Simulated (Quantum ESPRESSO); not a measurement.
SiC (Moissanite) in Quantum ESPRESSO: the effect of functional

SiC (Moissanite):

```
Si C
1.0
     3.07600    0.00000    0.00000
    -1.53800    2.66389    0.00000
     0.00000    0.00000    5.04800
Si C
2 2
Direct
  0.66667 0.33333 0.50000
  0.33333 0.66667 0.00000
  0.66667 0.33333 0.88500
  0.33333 0.66667 0.38500
```

Alike in all runs:

```yaml
Program: Quantum ESPRESSO 7.5
Task: phonons
Cutoff: 1116 eV
Density_cutoff: 4463 eV
k_mesh: 4 × 4 × 2, shifted
Occupations: fermi-dirac, width 0.05 eV
Spin: no spin polarisation
```

Each run relaxes the cell or the atoms first.

Problem. One run gave: relaxed volume 10.12 Å³/atom; highest phonon frequency 841 cm⁻¹. Which functional did it use?
A. vdW-DF-cx
B. BLYP
C. RPBE
D. LDA
E. PW91

Solution. D.

```csv
functional,potentials or basis,relaxed volume (Å³/atom),highest phonon frequency (cm⁻¹)
LDA,PseudoDojo 0.4.1 SR LDA standard,10.12,841
PW91,PseudoDojo 0.4.1 SR PBE standard,10.52,814
BLYP,PseudoDojo 0.4.1 SR PBE standard,10.83,798
RPBE,PseudoDojo 0.4.1 SR PBE standard,10.55,812
vdW-DF-cx,PseudoDojo 0.4.1 SR PBE standard,10.44,819
```

Caveats: all runs use coarse meshes; the potentials were made for another functional, which shifts forces and pressure (some runs).

Runs at the PBE level aren't shown here.
